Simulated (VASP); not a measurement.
# AlN (P6_3mc) in VASP: notebook

Runs on AlN. Level: PBEsol. Tasks: relaxation of shape and atoms at fixed volume, relaxation of cell and atoms.

All numbers are computed with VASP 6.6.1; they aren't measurements. Logs are shortened: lines on timing, memory, paths and dates and some standing lists are left out, and cuts for length are marked.

### 1 Starting point

It takes space group P6_3mc (No. 186, hexagonal). Conventional cell: a = 3.113 Å, b = 3.113 Å, c = 4.981 Å, α = 90.00°, β = 90.00°, γ = 120.00°. Al (site symmetry 3m) is surrounded by 4 N at 1.89 Å. Around N (site symmetry 3m) lie 4 Al at 1.89 Å.

### 2 Relaxation of shape and atoms at fixed volume, PBEsol (a relaxed cell with its volume scaled by 1.04)

The input, INCAR:

```
PREC = Accurate
ENCUT = 600
EDIFF = 1E-7
ISMEAR = 0
SIGMA = 0.03
LREAL = F
LASPH = T
NELM = 80
ALGO = Normal
ISIF = 4
LWAVE = F
LCHARG = F
GGA = PS
IBRION = 2
NSW = 40
EDIFFG = -0.01
```

The input, KPOINTS:

```
regular mesh
0
Gamma
  12 12 6
```

The input, POSCAR:

```
AlN                                     
1.0
    3.1540684377      0.0000000000      0.0000000000
   -1.5770342189      2.7315033924     -0.0000000000
   -0.0000000000     -0.0000000000      5.0473707933
  Al              N             
     2     2
Direct
     0.3333333332999970    0.6666666667000030    0.9989855796421117
     0.6666666667000030    0.3333333332999970    0.4989855796421115
     0.3333333332999970    0.6666666667000030    0.3810144203578910
     0.6666666667000030    0.3333333332999970    0.8810144203578909
```

Potentials or basis: VASP PAW PBE potentials, release 64 (Al, N).

On the command line:

```
cat potpaw_PBE.64/Al/POTCAR potpaw_PBE.64/N/POTCAR > POTCAR
mpirun -np 1 vasp_std > vasp.out
```

OUTCAR:

```text
PREC = Accurate
   ENCUT = 600
   EDIFF = 1E-7
   ISMEAR = 0
   LREAL = F
   LASPH = T
   NELM = 80
   ISIF = 4
   GGA = PS
   IBRION = 2
   NSW = 40
   EDIFFG = -0.01

 ion  position               nearest neighbor table
   1  0.333  0.667  0.999-   4 1.92   4 1.92   4 1.92   3 1.93   2 3.11   2 3.11   2 3.11   2 3.11
                             2 3.11   2 3.11
   2  0.667  0.333  0.499-   3 1.92   3 1.92   3 1.92   4 1.93   1 3.11   1 3.11   1 3.11   1 3.11
                             1 3.11   1 3.11
   3  0.333  0.667  0.381-   2 1.92   2 1.92   2 1.92   1 1.93
   4  0.667  0.333  0.881-   1 1.92   1 1.92   1 1.92   2 1.93

  LATTYP: Found a hexagonal cell.
 ALAT       =     3.1540684377
 C/A-ratio  =     1.6002730736

  Lattice vectors:

 A1 = (   3.1540684377,   0.0000000000,   0.0000000000)
 A2 = (  -1.5770342189,   2.7315033924,   0.0000000000)
 A3 = (   0.0000000000,   0.0000000000,   5.0473707933)

Analysis of symmetry for initial positions (statically):
=====================================================================
 Subroutine PRICEL returns:
 Original cell was already a primitive cell.

 Routine SETGRP: Setting up the symmetry group for a
 hexagonal supercell.

 Subroutine GETGRP returns: Found 12 space group operations
 (whereof  6 operations were pure point group operations)
 out of a pool of 24 trial point group operations.

The static configuration has the point symmetry C_3v.
 The point group associated with its full space group is C_6v.

Analysis of symmetry for dynamics (positions and initial velocities):
=====================================================================
 Subroutine PRICEL returns:
 Original cell was already a primitive cell.

 Routine SETGRP: Setting up the symmetry group for a
 hexagonal supercell.

 Subroutine GETGRP returns: Found 12 space group operations
 (whereof  6 operations were pure point group operations)
 out of a pool of 24 trial point group operations.

The dynamic configuration has the point symmetry C_3v.
 The point group associated with its full space group is C_6v.

 Subroutine INISYM returns: Found 12 space group operations
 (whereof  6 operations are pure point group operations),
 and found     1 'primitive' translations

----------------------------------------------------------------------------------------

                                     Primitive cell

  volume of cell :      43.4849

  direct lattice vectors                    reciprocal lattice vectors
     3.154068438  0.000000000  0.000000000     0.317050825  0.183049379  0.000000000
    -1.577034219  2.731503392  0.000000000     0.000000000  0.366098758  0.000000000
     0.000000000  0.000000000  5.047370793     0.000000000  0.000000000  0.198122952

  length of vectors
     3.154068438  3.154068438  5.047370793     0.366098758  0.366098758  0.198122952

  position of ions in fractional coordinates (direct lattice)
     0.333333333  0.666666667  0.998985580
     0.666666667  0.333333333  0.498985580
     0.333333333  0.666666667  0.381014420
     0.666666667  0.333333333  0.881014420

  ion indices of the primitive-cell ions
   primitive index   ion index
                 1           1
                 2           2
                 3           3
                 4           4

----------------------------------------------------------------------------------------

 KPOINTS: regular mesh

Automatic generation of k-mesh.
 Grid dimensions read from file:
 generate k-points for:   12   12    6

 Generating k-lattice:

  Cartesian coordinates                     Fractional coordinates (reciprocal lattice)
     0.026420902  0.015254115  0.000000000     0.083333333  0.000000000  0.000000000
     0.000000000  0.030508230  0.000000000     0.000000000  0.083333333  0.000000000
     0.000000000  0.000000000  0.033020492     0.000000000  0.000000000  0.166666667

  Length of vectors
     0.030508230  0.030508230  0.033020492

  Shift w.r.t. Gamma in fractional coordinates (k-lattice)
     0.000000000  0.000000000  0.000000000

 Subroutine IBZKPT returns following result:
 ===========================================

 Found     76 irreducible k-points:

 Following reciprocal coordinates:
            Coordinates               Weight
  0.000000  0.000000  0.000000      1.000000
  0.083333  0.000000  0.000000      6.000000
  0.166667 -0.000000  0.000000      6.000000
  0.250000  0.000000  0.000000      6.000000
  0.333333  0.000000  0.000000      6.000000
  0.416667 -0.000000  0.000000      6.000000
[... 16 lines left out ...]
  0.250000  0.000000  0.166667     12.000000
  0.333333  0.000000  0.166667     12.000000
 [... further k-points ...]
   k-points           NKPTS =     76   k-points in BZ     NKDIM =     76   number of bands    NBANDS=     12
   number of dos      NEDOS =    301   number of ions     NIONS =      4
   total plane-waves  NPLWV =  31360
   dimension x,y,z NGX =    28 NGY =   28 NGZ =   40
   dimension x,y,z NGXF=    56 NGYF=   56 NGZF=   80
   ions per type =               2   2
   NGX,Y,Z   is equivalent  to a cutoff of  14.76, 14.76, 13.17 a.u.
   NGXF,Y,Z  is equivalent  to a cutoff of  29.52, 29.52, 26.35 a.u.
 SYSTEM =  unknown system
   PREC   = accura    normal or accurate (medium, high low for compatibility)
   ISTART =      0    job   : 0-new  1-cont  2-samecut
   ICHARG =      2    charge: 1-file 2-atom 10-const
   ISPIN  =      1    spin polarized calculation?
   LNONCOLLINEAR =      F non collinear calculations
   LSORBIT =      F    spin-orbit coupling
   LASPH  =      T    aspherical Exc in radial PAW
   ENCUT  =  600.0 eV  44.10 Ry    6.64 a.u.   6.30  6.30 10.08*2*pi/ulx,y,z
   NELM   =     80;   NELMIN=  2; NELMDL= -5     # of ELM steps
   EDIFF  = 0.1E-06   stopping-criterion for ELM
   LREAL  =      F    real-space projection
   EDIFFG = -.1E-01   stopping-criterion for IOM
   NSW    =     40    number of steps for IOM
   IBRION =      2    ionic relax: 0-MD 1-quasi-New 2-CG
   NFREE  =      1    steps in history (QN), initial steepest desc. (CG)
   ISIF   =      4    stress and relaxation
   ISYM   =      2    0-nonsym 1-usesym 2-fastsym
   POTIM  = 0.5000    time-step for ionic-motion
   TEBEG  =    0.0;   TEEND  =   0.0 temperature during run
   PSTRESS=    0.0 pullay stress
   NELECT =      16.0000    total number of electrons
   NUPDOWN=      -1.0000    fix difference up-down
   EMIN   =  10.00;   EMAX   =-10.00  energy-range for DOS
   EFERMI =   0.00;   METHOD = LEGACY
   ISMEAR =     0;   SIGMA  =   0.03  broadening in eV -4-tet -1-fermi 0-gaus
   EFERMI_NEDOS =   21; number of points for ismear=-14 and -15
   IALGO  =     38    algorithm
   IMIX   =      4    mixing-type and parameters
     AMIX     =   0.40;   BMIX     =  1.00
     AMIX_MAG =   1.60;   BMIX_MAG =  1.00
  volume/ion in A,a.u.               =      10.87        73.36
  Fermi-wavevector in a.u.,A,eV,Ry     =   1.173101  2.216840 18.723880  1.376166
  Thomas-Fermi vector in A             =   2.309519
   LORBIT       =      0    0 simple, 1 ext, 2 COOP (PROOUT), +10 PAW based schemes
   GGA     = PS    functional components
   LHFCALC =     F    Hartree Fock is set to
   AEXX    =    0.0000 exact exchange contribution
   IVDW    =     0    specifies the selected vdW correction
   LEPSILON=     F    determine dielectric tensor
   LRPA    =     F    only Hartree local field effects (RPA)
 conjugate gradient relaxation of ions
 non-spin polarized calculation
 Gauss-broadening in eV      SIGMA  =   0.03
  energy-cutoff  :      600.00
  volume of cell :       43.48
 maximum number of plane-waves:      1466
 NGX is ok and might be reduce to    28
   NGX = 13   NGY = 13   NGZ = 21

--------------------------------------- Ionic step        1  -------------------------------------------

 number of electron      15.9999999 magnetization

 Free energy of the ion-electron system (eV)
  ---------------------------------------------------
  ext. energy  EPLUGINS =         0.00000000
  ---------------------------------------------------
  free energy    TOTEN  =       -31.27823086 eV

  energy without entropy =      -31.27823086  energy(sigma->0) =      -31.27823086

------------------------ aborting loop because EDIFF is reached ----------------------------------------

  FORCE on cell =-STRESS in cart. coord.  units (eV):
  Direction    XX          YY          ZZ          XY          YZ          ZX
  --------------------------------------------------------------------------------------
  -------------------------------------------------------------------------------------
  Total       -2.0470287     -2.0470287     -1.9042324      0.0000000      0.0000000      0.0000000
  in kB      -75.4217242    -75.4217242    -70.1604657      0.0000000      0.0000000      0.0000000
  external PRESSURE =     -73.6679714 kB  Pullay stress =       0.0000000 kB
[... 99 lines left out ...]
  energy  without entropy=      -31.2783883521  energy(sigma->0) =      -31.27838835

--------------------------------------- Ionic step        4  -------------------------------------------

 number of electron      15.9999999 magnetization

 Free energy of the ion-electron system (eV)
  ---------------------------------------------------
  ext. energy  EPLUGINS =         0.00000000
  ---------------------------------------------------
  free energy    TOTEN  =       -31.27840281 eV

  energy without entropy =      -31.27840281  energy(sigma->0) =      -31.27840281

 E-fermi :   5.7831     XC(G=0): -10.9329

 val. band max:        5.6664765155   @ k =   0.0000   0.0000   0.0000
 cond. band min:       9.4637818693   @ k =   0.0000   0.0000   0.0000
 fundamental gap:      3.7973053538
 Fermi energy:         5.7831013854

 k-point     1 :       0.0000    0.0000    0.0000
  band No.  band energies     occupation
      1      -9.2460      2.00000
      2      -7.1942      2.00000
      3      -0.2024      2.00000
      4       4.8410      2.00000
      5       4.8410      2.00000
      6       5.4795      2.00000
      7       5.4795      2.00000
      8       5.6665      2.00000
      9       9.4638      0.00000
     10      11.9255      0.00000
     11      15.8518      0.00000
     12      16.4539      0.00000
[... 331 lines left out ...]
 k-point    24 :       0.3333    0.0000    0.1667
  band No.  band energies     occupation
      1      -7.9708      2.00000
      2      -6.7970      2.00000
      3       0.8555      2.00000
      4       1.7887      2.00000
      5       2.3936      2.00000
      6       3.9498      2.00000
      7       4.8928      2.00000
      8       5.0347      2.00000
      9      11.2425      0.00000
     10      12.0631      0.00000
     11      13.7662      0.00000
     12      15.4421      0.00000

 [... further k-points ...]
[... 5 lines left out ...]
  --------------------------------------------------------------------------------------
  -------------------------------------------------------------------------------------
  Total       -1.9991126     -1.9991126     -1.9791888      0.0000000     -0.0000000      0.0000000
  in kB      -73.6562767    -73.6562767    -72.9221955      0.0000000     -0.0000000      0.0000000
  external PRESSURE =     -73.4115829 kB  Pullay stress =       0.0000000 kB
[... 19 lines left out ...]
  FREE ENERGIE OF THE ION-ELECTRON SYSTEM (eV)
  ---------------------------------------------------
  free  energy   TOTEN  =       -31.2784028134 eV

  energy  without entropy=      -31.2784028134  energy(sigma->0) =      -31.27840281

 reached required accuracy - stopping structural energy minimisation
```

Wall time 66 s (1 thread of AMD EPYC 9R45 (Zen 5), shared host); peak memory 0.16 GiB.

Results:

```yaml
Free_energy: -31.2784 eV
Energy_gained_by_relaxing: 0.0 meV/atom
Ionic_steps: 4
Pressure_after_relaxing: -7.3 GPa
Largest_force_after_relaxing: 0.008 eV/Å
Band_gap_on_the_k_mesh: 3.80 eV, direct
```

Forces in eV/Å, atoms in the order of the input:
```
Al   0.000  0.000 -0.008
Al   0.000  0.000 -0.008
N    0.000  0.000  0.008
N    0.000  0.000  0.008
```

Step by step:
```csv
step,energy change (eV),largest force (eV/Å),pressure (GPa)
1,0.0000,0.0156,-7.37
2,-0.0001,0.0154,-7.35
3,-0.0002,0.0152,-7.35
4,-0.0002,0.0082,-7.34
```

Final structure:
```yaml
crystal:
  lattice:
    - [3.15137, 0.00000, 0.00000]
    - [-1.57569, 2.72917, 0.00000]
    - [0.00000, 0.00000, 5.05601]
  atoms:
    - { symbol: Al, position: [0.33333, 0.66667, 0.99941] }
    - { symbol: Al, position: [0.66667, 0.33333, 0.49941] }
    - { symbol: N, position: [0.33333, 0.66667, 0.38059] }
    - { symbol: N, position: [0.66667, 0.33333, 0.88059] }
```

Levels at points of the mesh, in eV from the valence-band top:
| k point | band 6 | band 7 | band 8 | band 9 | band 10 | band 11 |
| --- | --- | --- | --- | --- | --- | --- |
| (0.00, 0.00, 0.00) | -0.19 | -0.19 | 0.00 | 3.80 | 6.26 | 10.19 |
| (0.50, 0.00, 0.00) | -2.03 | -1.74 | -0.67 | 5.57 | 5.59 | 7.76 |
| (0.00, 0.00, 0.50) | -0.52 | -0.52 | -0.52 | 6.06 | 6.06 | 9.90 |
| (0.50, 0.00, 0.50) | -1.42 | -1.34 | -1.34 | 5.05 | 5.05 | 8.91 |

Caveat: the PAW data sets were made with another functional, which shifts forces and pressure a little. A k mesh can miss the band edges.

### 3 Relaxation of shape and atoms at fixed volume, PBEsol (a relaxed cell with its volume scaled by 1.06)

INCAR is that of step 2.

KPOINTS is that of step 2.

Changes to POSCAR since step 2:

```diff
@@ -2,5 +2,5 @@
 1.0
-    3.1540684377      0.0000000000      0.0000000000
-   -1.5770342189      2.7315033924     -0.0000000000
-   -0.0000000000     -0.0000000000      5.0473707933
+    3.1741585873      0.0000000000      0.0000000000
+   -1.5870792936      2.7489019723     -0.0000000000
+   -0.0000000000     -0.0000000000      5.0795205186
   Al              N
```

Potentials or basis: VASP PAW PBE potentials, release 64 (Al, N).

On the command line:

```
cat potpaw_PBE.64/Al/POTCAR potpaw_PBE.64/N/POTCAR > POTCAR
mpirun -np 1 vasp_std > vasp.out
```

Wall time 73 s (1 thread of AMD EPYC 9R45 (Zen 5), shared host); peak memory 0.16 GiB.

Results (log left out):

* Free energy: -31.2328 eV
* Energy gained by relaxing: 0.1 meV/atom
* Ionic steps: 4
* Pressure after relaxing: -10.5 GPa
* Largest force after relaxing: 0.009 eV/Å
* Band gap on the k mesh: 3.64 eV, direct

Forces in eV/Å, atoms in the order of the input:
```
Al   0.000  0.000 -0.009
Al   0.000  0.000 -0.009
N    0.000  0.000  0.009
N    0.000  0.000  0.009
```

Step by step:
```csv
step,energy change (eV),largest force (eV/Å),pressure (GPa)
1,0.0000,0.0223,-10.54
2,-0.0003,0.0206,-10.53
3,-0.0003,0.0198,-10.51
4,-0.0004,0.0089,-10.51
```

Final structure:
```
Al N
1.0
     3.17037    0.00000    0.00000
    -1.58518    2.74562    0.00000
     0.00000    0.00000    5.09168
Al N
2 2
Direct
  0.33333 0.66667 0.99956
  0.66667 0.33333 0.49956
  0.33333 0.66667 0.38044
  0.66667 0.33333 0.88044
```

Levels at points of the mesh, in eV from the valence-band top:
```
           k point  band 6  band 7  band 8  band 9  band 10  band 11
(0.00, 0.00, 0.00)   -0.17   -0.17    0.00    3.64     6.12    10.04
(0.50, 0.00, 0.00)   -1.99   -1.71   -0.65    5.51     5.55     7.61
(0.00, 0.00, 0.50)   -0.50   -0.50   -0.50    5.91     5.91     9.75
(0.50, 0.00, 0.50)   -1.39   -1.32   -1.32    4.99     4.99     8.80
```

Caveat: the PAW data sets were made with another functional, which shifts forces and pressure a little.

### 4 Relaxation of cell and atoms, PBEsol

The input, INCAR:

```
ALGO     = Normal         # electronic algorithm
EDIFF    = 1E-6           # SCF threshold, eV
EDIFFG   = -0.01          # ionic threshold
ENCUT    = 600            # plane-wave cutoff, eV
GGA      = PS             # functional
IBRION   = 2              # ionic algorithm
ISIF     = 3              # what is computed and relaxed
ISMEAR   = 0              # smearing method
KPAR     = 2            
LASPH    = True           # aspherical terms in the spheres
LCHARG   = False          # write CHGCAR
LREAL    = False          # projectors in reciprocal space
LWAVE    = False          # write WAVECAR
NELM     = 80             # most SCF steps
NSW      = 90             # ionic steps
PREC     = Accurate       # precision mode
SIGMA    = 0.03           # smearing width, eV
```

The input, KPOINTS:

```
k-points
0
Gamma
  12 12 6
```

The input, POSCAR:

```
AlN
1.0
    3.1130000000      0.0000000000      0.0000000000
   -1.5565000000      2.6959370820      0.0000000000
    0.0000000000      0.0000000000      4.9810000000
Al N
2 2
Direct
    0.3333333333      0.6666666667      0.0000000000
    0.6666666667      0.3333333333      0.5000000000
    0.3333333333      0.6666666667      0.3800000000
    0.6666666667      0.3333333333      0.8800000000
```

On the command line:

```
cat potpaw_PBE.64/Al/POTCAR potpaw_PBE.64/N/POTCAR > POTCAR
mpirun -np 2 vasp_std > vasp.out
```

It took 80 s on 2 MPI ranks of Intel Xeon Platinum 8259CL at 2.50GHz (Skylake/Cascade Lake), shared host; peak memory 0.19 GiB.

It converged, with:

| Quantity | Value |
| --- | --- |
| Free energy | -31.3157 eV |
| Relaxed volume | 10.45 Å³/atom |
| Relaxed cell | a = 3.113 Å, b = 3.113 Å, c = 4.981 Å, α = 90.00°, β = 90.00°, γ = 120.00° |
| Space group after relaxing (to 0.05 Å) | P6_3mc (No. 186) |
| Energy gained by relaxing | 0.3 meV/atom |
| Ionic steps | 6 |
| Pressure after relaxing | 0.1 GPa |
| Band gap on the k mesh | 4.12 eV, direct |

The path:
```tsv
step	energy change (eV)	largest force (eV/Å)	pressure (GPa)	volume (Å³)
1	0.0000	0.1321	0.04	41.80
2	-0.0003	0.0871	0.02	41.82
3	-0.0012	0.0143	0.05	41.81
4	-0.0013	0.0063	-0.06	41.83
5	-0.0013	0.0013	-0.12	41.84
6	-0.0013	0.0005	0.09	41.79
```

Final structure:
```cif
data_structure
_symmetry_space_group_name_H-M 'P 1'
_symmetry_Int_Tables_number 1
_cell_length_a 3.1127
_cell_length_b 3.1127
_cell_length_c 4.9809
_cell_angle_alpha 90.000
_cell_angle_beta 90.000
_cell_angle_gamma 120.000
_cell_volume 41.79
loop_
_atom_site_label
_atom_site_type_symbol
_atom_site_fract_x
_atom_site_fract_y
_atom_site_fract_z
_atom_site_occupancy
Al1 Al 0.33333 0.66667 0.99899 1
Al2 Al 0.66667 0.33333 0.49899 1
N1 N 0.33333 0.66667 0.38101 1
N2 N 0.66667 0.33333 0.88101 1
```

Levels at points of the mesh, in eV from the valence-band top:
| k point | band 4 | band 5 | band 6 | band 7 | band 8 | band 9 | band 10 | band 11 | band 12 |
| --- | --- | --- | --- | --- | --- | --- | --- | --- | --- |
| (0.00, 0.00, 0.00) | -0.88 | -0.88 | -0.23 | -0.23 | 0.00 | 4.12 | 6.55 | 10.50 | 11.02 |
| (0.50, 0.00, 0.00) | -4.20 | -3.38 | -2.12 | -1.81 | -0.70 | 5.67 | 5.68 | 8.08 | 10.16 |
| (0.00, 0.00, 0.50) | -3.36 | -0.56 | -0.56 | -0.56 | -0.56 | 6.37 | 6.37 | 10.21 | 10.21 |
| (0.50, 0.00, 0.50) | -5.66 | -1.49 | -1.49 | -1.38 | -1.38 | 5.17 | 5.17 | 9.13 | 9.13 |

Caveat: the PAW data sets were made with another functional, which shifts forces and pressure a little.

### 5 Summary

| task | cell | gap on the mesh (eV) | pressure (GPa) | largest force (eV/Å) |
| --- | --- | --- | --- | --- |
| relaxation of shape and atoms at fixed volume | atoms relaxed at fixed volume from: a relaxed cell with its volume scaled by 1.04 | 3.80 | -7.3 | 0.01 |
| relaxation of shape and atoms at fixed volume | atoms relaxed at fixed volume from: a relaxed cell with its volume scaled by 1.06 | 3.64 | -10.5 | 0.01 |
| relaxation of cell and atoms | relaxed | 4.12 | 0.1 | - |

Alike in all rows: level PBEsol; potentials or basis VASP PAW PBE potentials, release 64 (Al, N); no spin polarisation; k mesh 12 × 12 × 6; cutoff (eV) 600; smearing gaussian 0.03 eV.

Caveats: the PAW data sets were made with another functional, which shifts forces and pressure a little.

Total energies depend on the potentials used, so only differences within one code and one set of settings carry meaning.
